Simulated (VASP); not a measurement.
# From an Ansatz input to VASP: GaAs (zincblende)

Ansatz input

```yaml
crystal:
  lattice:
    - [0.0, 2.8330850953, 2.8330850953]
    - [2.8330850953, 0.0, 2.8330850953]
    - [2.8330850953, 2.8330850953, 0.0]
  atoms:
    - { symbol: Ga, position: [0.0, 0.0, 0.0] }
    - { symbol: As, position: [0.25, 0.25, 0.25] }
kpoints:
  mp_grid: { grid: [8, 8, 8] }
  band_path:
    path:
      - [[0.0, 0.0, 0.0], [0.5, 0.0, 0.5], [0.5, 0.25, 0.75], [0.375, 0.375, 0.75], [0.0, 0.0, 0.0], [0.5, 0.5, 0.5], [0.625, 0.25, 0.625], [0.5, 0.25, 0.75], [0.5, 0.5, 0.5], [0.375, 0.375, 0.75]]
      - [[0.625, 0.25, 0.625], [0.5, 0.0, 0.5]]
    npoints: 10
hamiltonian:
  xc: pbe
scf:
  occupations: { method: fermi_dirac, width: 0.02 }
  n_extra_bands: 4
output:
  forces: true
  stress: true
  eigenvalues: true
```

Question: Translate this input to VASP.

Answer: 

INCAR

```
GGA = PE
NSW = 0
ISMEAR = -1
ISIF = 2
PREC = Accurate
LASPH = .TRUE.
LWAVE = .FALSE.
SIGMA = 0.02
NELM = 120
IBRION = -1
EDIFF = 1E-7
LREAL = .FALSE.
ENCUT = 520
LCHARG = .FALSE.
NBANDS = 16
```

KPOINTS

```
KPOINTS created by Atomic Simulation Environment
0
Gamma
8 8 8
0 0 0
```

KPOINTS_OPT

```
special points
6
Reciprocal
0.0000000000 0.0000000000 0.0000000000 1
0.5000000000 0.0000000000 0.5000000000 1
0.5000000000 0.2500000000 0.7500000000 1
0.3750000000 0.3750000000 0.7500000000 1
0.5000000000 0.5000000000 0.5000000000 1
0.6250000000 0.2500000000 0.6250000000 1
```

POSCAR

```
Ga As
 1.0000000000000000
    -0.0000000000000000    2.8330850953310862    2.8330850953310862
     2.8330850953310862    0.0000000000000000    2.8330850953310862
     2.8330850953310862    2.8330850953310862    0.0000000000000000
 Ga  As
   1   1
Cartesian
  0.0000000000000000  0.0000000000000000 -0.0000000000000000
  1.4165425476655431  1.4165425476655431  1.4165425476655431
```

VASP ran with the recommended PBE PAW datasets (18 valence electrons in the cell). Other inputs would serve too.

|  | Ansatz | VASP |
| --- | --- | --- |
| gap between bands v and c | 0.47 eV | 0.47 eV |
| least direct gap | 0.47 eV | 0.47 eV |
| pressure | 2.8 GPa | 3.0 GPa |

Each program uses its own PAW datasets. VASP's cell holds 18 valence electrons and Ansatz's 28. Ansatz's stress includes a Pulay correction; VASP's doesn't. Ansatz solved a whole band path, VASP its corner points and band edges.
